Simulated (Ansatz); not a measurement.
# BaTiO3 (Pm-3m) in Ansatz: reference runs

How does BaTiO3 come out in PBE? The cell is run as given and disturbed.

Everything below comes from runs of Ansatz 0.2.0. Logs are shortened: lines on timing, memory, paths and dates and some standing lists are left out, and cuts for length are marked.

## (1) The crystal as given

Symmetry: Pm-3m, No. 221, cubic system. Conventional cell: a = 4.006 Å, b = 4.006 Å, c = 4.006 Å, α = 90.00°, β = 90.00°, γ = 90.00°. Ba (site symmetry m-3m) is surrounded by 12 O at 2.83 Å. Ti (site symmetry m-3m) has 6 O at 2.00 Å as nearest neighbours. Around O (site symmetry 4/mmm) lie 2 Ti at 2.00 Å.

## (2) Single point, PBE

Input file input.yaml:

```yaml
crystal:
  lattice:
    - [4.006, 0.0, 0.0]
    - [0.0, 4.006, 0.0]
    - [0.0, 0.0, 4.006]
  atoms:
    - { symbol: Ba, position: [0.5, 0.5, 0.5] }
    - { symbol: Ti, position: [0.0, 0.0, 0.0] }
    - { symbol: O, position: [0.0, 0.0, 0.5] }
    - { symbol: O, position: [0.0, 0.5, 0.0] }
    - { symbol: O, position: [0.5, 0.0, 0.0] }
kpoints:
  mp_grid: { grid: [7, 7, 7] }
scf:
  occupations: { method: fermi_dirac, width: 0.05 }
hamiltonian:
  xc: pbe
  pseudopotentials: { kind: all_electron, lapw: { basis_error: 0.001 } }
output:
  forces: true
  stress: true
  eigenvalues: true
  populations: true
```

Potentials or basis: all-electron LAPW, scalar-relativistic.

Started as:

```console
$ ansatz run input.yaml --threads 4 --pin off --max-ram 12288MiB --backend cpu --events-out ev --progress --plain --runs-dir out
```

Log:

```text
Warning: RAYON_NUM_THREADS=4 ignored (pool sized by the plan → 4); use --threads N
Ba: projections on atomic orbitals take those of the free atom 1s2 2s2 2p6 3s2 3p6 3d10 4s2 4p6 4d10 5s2 5p6 6s2, of charge +0.00 (hamiltonian.pseudopotentials.projection_atoms)
Ti: projections on atomic orbitals take those of the free atom 1s2 2s2 2p6 3s2 3p6 3d2 4s2, of charge +0.00 (hamiltonian.pseudopotentials.projection_atoms)
O: projections on atomic orbitals take those of the free atom 1s2 2s2 2p4, of charge +0.00 (hamiltonian.pseudopotentials.projection_atoms)
LAPW: plane waves up to 10.077 Å⁻¹, error target 1.0e-3 eV per atom; small_component_spin mean_spin; O in spheres of 0.933 Å, 8 of its electrons in bands, Dirac shells []; Ti in spheres of 1.070 Å, 20 of its electrons in bands, Dirac shells []; Ba in spheres of 1.154 Å, 28 of its electrons in bands, Dirac shells [] (how accurate: hamiltonian.pseudopotentials.lapw.basis_error, Limitations)
Engine: ansatz 0.2.0, x86_64-unknown-linux-gnu
Pseudopotentials: kind: all_electron
Pseudopotential: Ba, LAPW, valence charge 28, lapw/all_electron/scalar/gaussian/Ba, Koelling and Harmon's equation, gaussian nucleus
Pseudopotential: Ti, LAPW, valence charge 20, lapw/all_electron/scalar/gaussian/Ti, Koelling and Harmon's equation, gaussian nucleus
Pseudopotential: O, LAPW, valence charge 8, lapw/all_electron/scalar/gaussian/O, Koelling and Harmon's equation, gaussian nucleus
Functional definition: PBE
  parameter kappa = 0.804
  parameter beta = 0.06672455060314922
  exchange = pbe_x(kappa = kappa, mu = beta*pi^2/3)
  correlation = pbe_c(beta = beta)
Crystal: 5 atoms, lattice volume = 64.288 Å³
Basis set: ecut = 386.88023130918646 eV, 1141 PW (Γ), exchange–correlation at level 2
Bands: 44, of which v1, the nominal top of the filled ones, is band 36 counted from 1 (35 counted from 0)
Symmetry: 48 space group operations
Space group: Pm-3m (ITA 221), of the structure as read, at distance tolerance 4.0e-5 Å
k-points: 20 of 343
Non-local potential: Ba, projectors of the file, none
Non-local potential: Ti, projectors of the file, none
Non-local potential: O, projectors of the file, none
Initial density: superposition of atomic densities (chi_scale 0.1, normalization cell, long waves kept (reshape's long-wave potential 0.00 eV rms))
Initial wavefunctions: plane waves of lowest kinetic energy (no species holds an atomic orbital)
Functional: x = pbe(κ = 0.804, μ = 0.2195149727645171), c = pbe(β = 0.06672455060314922)
iter 1 solved again at ethr=1.88e-2 eV; its pass at ethr=1.00e-1 eV (dr2=1.35e1 eV) is discarded
SCF iter   1: F=—  HF=-250765.220004 eV  |F-HF|=—  |Δ(HF+E_count)|=         —  Δρ=1.33e-1  dr2=1.35e1  ethr=1.88e-2  ⟨swp⟩=2.0  Hψ=5657  notcnv=0
preconditioner: auto → Resta (q_TF=auto, 2.780 Å⁻¹)  ε∞=3.3  [insulator: Δε(μ)=6.103 eV  Ē_g=18.839 eV  σ=0.050 eV  W_gap=1.00  n_scr=26 (ndim 8)  ℏωp=28.5 eV  f_vac=0.000  D(μ)=0.00/eV (n_scr^D=0)  ε∞_Penn≈3.3]
SCF iter   2: F=—  HF=-250761.550169 eV  |F-HF|=—  |Δ(HF+E_count)|=    3.67e0  Δρ=1.01e-1  dr2=9.48e0  ethr=1.88e-2  ⟨swp⟩=3.0  Hψ=3023  notcnv=0
preconditioner: auto → Kerker (q_TF=auto, 2.780 Å⁻¹)  [metal: Δε(μ)=0.049 eV  Ē_g=12.098 eV  σ=0.050 eV  W_gap=0.23  n_scr=26 (ndim 8)  ℏωp=26.2 eV  f_vac=0.000  D(μ)=1.91/eV (n_scr^D=18)]
SCF iter   3: F=—  HF=-250759.335444 eV  |F-HF|=—  |Δ(HF+E_count)|=    2.21e0  Δρ=5.20e-2  dr2=2.19e0  ethr=1.32e-2  ⟨swp⟩=3.0  Hψ=2665  notcnv=0
SCF iter   4: F=—  HF=-250758.880164 eV  |F-HF|=—  |Δ(HF+E_count)|=   4.55e-1  Δρ=2.79e-2  dr2=6.34e-1  ethr=3.04e-3  ⟨swp⟩=2.0  Hψ=2835  notcnv=0
SCF iter   5: F=—  HF=-250758.926248 eV  |F-HF|=—  |Δ(HF+E_count)|=         —  Δρ=1.96e-2  dr2=3.80e-1  ethr=8.80e-4  ⟨swp⟩=3.0  Hψ=3012  notcnv=0
the basis was enlarged: its passes take 210.0 KiB over the memory plan, 4 of 4 planned eigensolver slots
SCF iter   6: F=—  HF=-250758.829897 eV  |F-HF|=—  |Δ(HF+E_count)|=   9.64e-2  Δρ=9.48e-3  dr2=9.09e-2  ethr=5.28e-4  ⟨swp⟩=2.0  Hψ=2708  notcnv=0
iter 7 solved again at ethr=7.98e-6 eV; its pass at ethr=1.26e-4 eV (dr2=5.74e-3 eV) is discarded
SCF iter   7: F=—  HF=-250758.804344 eV  |F-HF|=—  |Δ(HF+E_count)|=   2.56e-2  Δρ=2.02e-3  dr2=5.73e-3  ethr=7.98e-6  ⟨swp⟩=2.0  Hψ=4633  notcnv=0
SCF iter   8: F=—  HF=-250758.803381 eV  |F-HF|=—  |Δ(HF+E_count)|=   9.63e-4  Δρ=1.24e-3  dr2=1.82e-3  ethr=7.96e-6  ⟨swp⟩=2.0  Hψ=2765  notcnv=0
SCF iter   9: F=—  HF=-250758.802963 eV  |F-HF|=—  |Δ(HF+E_count)|=   4.19e-4  Δρ=4.34e-4  dr2=2.06e-4  ethr=2.53e-6  ⟨swp⟩=2.0  Hψ=2741  notcnv=0
SCF iter  10: F=—  HF=-250758.802900 eV  |F-HF|=—  |Δ(HF+E_count)|=   6.24e-5  Δρ=1.06e-4  dr2=1.21e-5  ethr=2.86e-7  ⟨swp⟩=2.0  Hψ=2743  notcnv=0
SCF iter  11: F=—  HF=-250758.802893 eV  |F-HF|=—  |Δ(HF+E_count)|=   7.39e-6  Δρ=1.66e-5  dr2=1.44e-7  ethr=1.68e-8  ⟨swp⟩=2.0  Hψ=2740  notcnv=0
SCF iter  12: F=-250758.802893 eV  HF=-250758.802893 eV  |F-HF|=1.14e-8  |Δ(HF+E_count)|=   3.02e-8  Δρ=5.22e-6  dr2=1.55e-8  ethr=2.00e-10  ⟨swp⟩=3.0  Hψ=2930  notcnv=0
SCF 1 converged in 12 iterations: F = -250758.802893 eV  dr2 = 1.55e-8
SCF converged after 12 iterations
Free energy (F): -250758.802893 eV
Harris-Foulkes:  -250758.802893 eV  (|F-HF|=1.14e-8)
Internal energy: -250758.802893 eV  (E = F + TS)
E sigma→0 (E₀):  -250758.802893 eV
Fermi energy:    13.120855 eV
--- Per-component energies (eV) ---
  E_band       = -8688.795058
  E_kinetic    = 265478.760120
  E_xc         = -7242.948992
  E_electrostatic = -508994.614021  (all electrons and nuclei)
  E_smearing   = -0.000000  (= −TS)
  E_closure    = 0.000000  (closes the sum)
  E_atoms      = -250719.731630  (free atoms, spherical and without spin; not in F)
  Σ components = -250758.802893   (vs F -250758.802893, Δ=0.00e0)
  Basis errors (estimates in eV, not in F): energy 5.1e-4 per atom: plane waves 4.7e-4 (2.6e-4 summed), levels above the bands 2.7e-68, relativity 7.1e-8, radial functions 3.9e-5, core shells 3.9e-8; eigenvalues (radial functions only) 7.5e-6; not estimated: angular momenta, meshes, grids; target (lapw.basis_error) 1.0e-3; muffin-tin radii O 0.933 Å, Ti 1.070 Å, Ba 1.154 Å
--- Forces (eV/Å), atoms counted from 1 ---
  atom   1  Ba    -0.00000000     0.00000000     0.00000000
  atom   2  Ti    -0.00000000     0.00000000     0.00000000
  atom   3  O      0.00000000     0.00000000     0.00000000
  atom   4  O      0.00000000    -0.00000000     0.00000000
  atom   5  O      0.00000000    -0.00000000     0.00000000
  max |Σ_I F_I| component: 1.04e-30 eV/Å
--- Stress (GPa, compression-positive) ---
        1.666264       0.000000       0.000000
        0.000000       1.666264       0.000000
        0.000000       0.000000       1.666264
  P = ⅓ Tr σ = 1.6663 GPa (16.663 kbar)
--- Band table (eV; the first three rows and the last of 20) ---
  k-point 0: bands = ["-519.1628", "-491.7024", "-491.7024", "-491.7024", "-426.3949", "-426.3949", "-426.3949", "-222.0064", "-159.1289", "-159.1289", "-159.1289", "-67.9181", "-67.9181", "-67.9161", "-67.9161", "-67.9161", "-44.3487", "-20.5698", "-20.5698", "-20.5698", "-12.4298", "-4.6221", "-3.9545", "-3.9545", "2.3787", "2.3787", "2.3787", "9.9484", "9.9484", "9.9484", "11.1074", "11.1074", "11.1074", "12.1033", "12.1033", "12.1033", "14.0126", "14.0126", "14.0126", "16.1594", "16.1594", "17.3831", "17.3831", "19.6556"]
  k-point 1: bands = ["-519.1628", "-491.7024", "-491.7024", "-491.7024", "-426.3949", "-426.3949", "-426.3949", "-222.0064", "-159.1289", "-159.1289", "-159.1289", "-67.9181", "-67.9181", "-67.9161", "-67.9161", "-67.9161", "-44.3485", "-20.5796", "-20.5694", "-20.5694", "-12.4077", "-4.6338", "-3.9485", "-3.9369", "2.4096", "2.4096", "2.4572", "9.6198", "9.8940", "9.8940", "10.8955", "10.8955", "10.9455", "11.6157", "11.9604", "11.9604", "14.0358", "14.4066", "14.4066", "16.1604", "16.6956", "17.7401", "17.7592", "20.1403"]
  k-point 2: bands = ["-519.1628", "-491.7024", "-491.7024", "-491.7024", "-426.3949", "-426.3949", "-426.3949", "-222.0064", "-159.1289", "-159.1289", "-159.1289", "-67.9181", "-67.9180", "-67.9161", "-67.9161", "-67.9161", "-44.3481", "-20.6015", "-20.5685", "-20.5685", "-12.3572", "-4.7232", "-3.9348", "-3.8207", "2.4810", "2.4810", "2.6309", "8.8979", "9.7167", "9.7167", "10.5730", "10.5730", "10.6214", "10.8442", "11.7196", "11.7196", "14.0892", "15.1376", "15.1376", "16.1625", "17.5667", "18.5628", "18.7141", "20.6589"]
  k-point 19: bands = ["-519.1628", "-491.7024", "-491.7024", "-491.7024", "-426.3949", "-426.3949", "-426.3949", "-222.0064", "-159.1289", "-159.1289", "-159.1289", "-67.9180", "-67.9180", "-67.9161", "-67.9161", "-67.9161", "-44.3459", "-20.6136", "-20.6135", "-20.6135", "-12.1765", "-3.8173", "-3.7377", "-3.7377", "1.7341", "1.7341", "1.8417", "7.8981", "8.4944", "8.4944", "9.6825", "9.8615", "9.8615", "12.0769", "12.0769", "12.1527", "16.3112", "16.3113", "16.3113", "19.2317", "19.2317", "19.3250", "19.8048", "19.8048"]
--- Löwdin populations: 5 sites ---
  site symbol       q [e]
     0     Ba     54.2095
     1     Ti     20.7649
     2      O      8.8908
     3      O      8.8908
     4      O      8.8908
  spilling = 0.003462 (of n_electrons = 102.000000)
```

It took 19 s on 4 threads of Intel Xeon at 2.50GHz (Skylake/Cascade Lake), shared host; peak memory 0.54 GiB.

Results:

- Free energy: -250758.8029 eV
- Pressure: 1.7 GPa
- Band gap on the k mesh: 1.86 eV, indirect (least direct gap 1.91 eV)
- Loewdin charges: Ba +1.79; Ti +1.24; O -0.89 e

Levels at points of the mesh, in eV from the valence-band top:
| k point | band 34 | band 35 | band 36 | band 37 | band 38 | band 39 |
| --- | --- | --- | --- | --- | --- | --- |
| (0.00, 0.00, 0.00) | -0.05 | -0.05 | -0.05 | 1.86 | 1.86 | 1.86 |

Caveat: the atomic charges don't sum to the cell's charge; spin-orbit coupling is left out, which moves the levels of the heavy elements; an odd mesh through Γ misses points on the zone boundary, where band edges often lie.

## (3) Single point, PBE (atoms moved at random, drawn with an rms of 0.05 Å)

Input file input.yaml:

```yaml
crystal:
  lattice:
    - [4.006, 0.0, 0.0]
    - [0.0, 4.006, 0.0]
    - [0.0, 0.0, 4.006]
  atoms:
    - { symbol: Ba, position: [0.499582, 0.493219, 0.506278] }
    - { symbol: Ti, position: [7.0e-05, -0.002044, -0.010934] }
    - { symbol: O, position: [0.003381, 0.007636, 0.493172] }
    - { symbol: O, position: [0.000257, 0.49397, 0.006789] }
    - { symbol: O, position: [0.502622, -0.006537, 0.008546] }
kpoints:
  mp_grid: { grid: [7, 7, 7] }
scf:
  occupations: { method: fermi_dirac, width: 0.05 }
hamiltonian:
  xc: pbe
  pseudopotentials: { kind: all_electron, lapw: { basis_error: 0.001 } }
output:
  forces: true
  stress: true
  eigenvalues: true
  populations: true
```

Potentials or basis: all-electron LAPW, scalar-relativistic.

Started as:

```console
$ ansatz run input.yaml --threads 4 --pin off --max-ram 12288MiB --backend cpu --events-out ev --progress --plain --runs-dir out
```

Log:

```text
Warning: RAYON_NUM_THREADS=4 ignored (pool sized by the plan → 4); use --threads N
Ba: projections on atomic orbitals take those of the free atom 1s2 2s2 2p6 3s2 3p6 3d10 4s2 4p6 4d10 5s2 5p6 6s2, of charge +0.00 (hamiltonian.pseudopotentials.projection_atoms)
Ti: projections on atomic orbitals take those of the free atom 1s2 2s2 2p6 3s2 3p6 3d2 4s2, of charge +0.00 (hamiltonian.pseudopotentials.projection_atoms)
O: projections on atomic orbitals take those of the free atom 1s2 2s2 2p4, of charge +0.00 (hamiltonian.pseudopotentials.projection_atoms)
LAPW: plane waves up to 10.152 Å⁻¹, error target 1.0e-3 eV per atom; small_component_spin mean_spin; O in spheres of 0.926 Å, 8 of its electrons in bands, Dirac shells []; Ti in spheres of 1.061 Å, 20 of its electrons in bands, Dirac shells []; Ba in spheres of 1.148 Å, 28 of its electrons in bands, Dirac shells [] (how accurate: hamiltonian.pseudopotentials.lapw.basis_error, Limitations)
[... 4 set-up lines as earlier in the session ...]
[... 68 lines left out ...]
  k-point 1: bands = ["-519.1602", "-491.7081", "-491.7026", "-491.7013", "-426.3928", "-426.3927", "-426.3922", "-222.0048", "-159.1274", "-159.1272", "-159.1272", "-67.9166", "-67.9164", "-67.9147", "-67.9146", "-67.9144", "-44.3470", "-20.5782", "-20.5685", "-20.5680", "-12.4078", "-4.6329", "-3.9406", "-3.9349", "2.4074", "2.4105", "2.4586", "9.6114", "9.8758", "9.8787", "10.8570", "10.8984", "10.9769", "11.6115", "11.9484", "11.9579", "14.0405", "14.4348", "14.4430", "16.1732", "16.7108", "17.7421", "17.7584", "20.1265"]
  k-point 2: bands = ["-519.1602", "-491.7081", "-491.7026", "-491.7013", "-426.3928", "-426.3927", "-426.3922", "-222.0048", "-159.1274", "-159.1272", "-159.1272", "-67.9166", "-67.9164", "-67.9147", "-67.9146", "-67.9144", "-44.3466", "-20.6001", "-20.5677", "-20.5672", "-12.3573", "-4.7199", "-3.9266", "-3.8225", "2.4787", "2.4820", "2.6327", "8.8901", "9.6901", "9.6943", "10.4997", "10.5864", "10.7017", "10.8493", "11.7193", "11.7250", "14.0933", "15.1453", "15.1554", "16.1743", "17.5725", "18.5657", "18.7106", "20.6670"]
  k-point 171: bands = ["-519.1602", "-491.7081", "-491.7026", "-491.7013", "-426.3928", "-426.3927", "-426.3922", "-222.0048", "-159.1274", "-159.1272", "-159.1272", "-67.9166", "-67.9164", "-67.9147", "-67.9146", "-67.9144", "-44.3459", "-20.6162", "-20.5763", "-20.5756", "-12.2866", "-4.6531", "-3.8848", "-3.7450", "2.3627", "2.5336", "2.7037", "8.2840", "9.2175", "9.4759", "9.5105", "9.9521", "10.7608", "11.1927", "11.2803", "11.3228", "14.7735", "15.6850", "15.7089", "16.9765", "18.4887", "19.6355", "20.1307", "21.1432"]
--- Löwdin populations: 5 sites ---
  site symbol       q [e]
     0     Ba     54.2093
     1     Ti     20.7662
     2      O      8.8893
     3      O      8.8903
     4      O      8.8908
  spilling = 0.003471 (of n_electrons = 102.000000)
```

populations.tsv:

```text
# site	symbol	l	j	q
# orbitals = lowdin
# n_electrons = 102.000000
# spilling = 0.003471
# projection_atom_Ba: 1s2 2s2 2p6 3s2 3p6 3d10 4s2 4p6 4d10 5s2 5p6 6s2
# projection_atom_Ti: 1s2 2s2 2p6 3s2 3p6 3d2 4s2
# projection_atom_O: 1s2 2s2 2p4
0	Ba	0_1S	-	2.000000
0	Ba	0_2S	-	1.999979
0	Ba	0_3S	-	1.999703
0	Ba	0_4S	-	1.996607
0	Ba	0_5S	-	1.941954
0	Ba	0_6S	-	0.319752
0	Ba	1_2P	-	6.000000
0	Ba	1_3P	-	5.999994
0	Ba	1_4P	-	5.999582
0	Ba	1_5P	-	5.951819
0	Ba	2_3D	-	10.000000
0	Ba	2_4D	-	9.999899
1	Ti	0_1S	-	1.999976
1	Ti	0_2S	-	1.998587
1	Ti	0_3S	-	1.958905
1	Ti	0_4S	-	0.459476
1	Ti	1_2P	-	5.999977
1	Ti	1_3P	-	5.989982
1	Ti	2_3D	-	2.359314
2	O	0_1S	-	1.998535
2	O	0_2S	-	1.803690
2	O	1_2P	-	5.087120
3	O	0_1S	-	1.998537
3	O	0_2S	-	1.803635
3	O	1_2P	-	5.088175
4	O	0_1S	-	1.998538
4	O	0_2S	-	1.803719
4	O	1_2P	-	5.088513
```

Wall time 3.7 min (4 threads of Intel Xeon at 2.50GHz (Skylake/Cascade Lake), shared host); peak memory 1.4 GiB.

What came out:

```yaml
Free_energy: -250758.7672 eV
Pressure: 1.7 GPa
Largest_force: 0.743 eV/Å
Band_gap_on_the_k_mesh: 1.86 eV, indirect (least direct gap 1.92 eV)
Loewdin_charges: Ba +1.79; Ti +1.23; O -0.89 e
```

Forces on the atoms (eV/Å):
```
Ba   0.034  0.107 -0.288
Ti  -0.054  0.041  0.239
O   -0.026 -0.281  0.687
O    0.033  0.147 -0.303
O    0.013 -0.014 -0.335
```

Stress tensor (GPa, compression positive):
```
 1.72  0.02  0.03
 0.02  1.76 -0.04
 0.03 -0.04  1.54
```

Caveat: the atomic charges don't sum to the cell's charge; spin-orbit coupling is left out, which moves the levels of the heavy elements; an odd mesh through Γ misses points on the zone boundary, where band edges often lie.
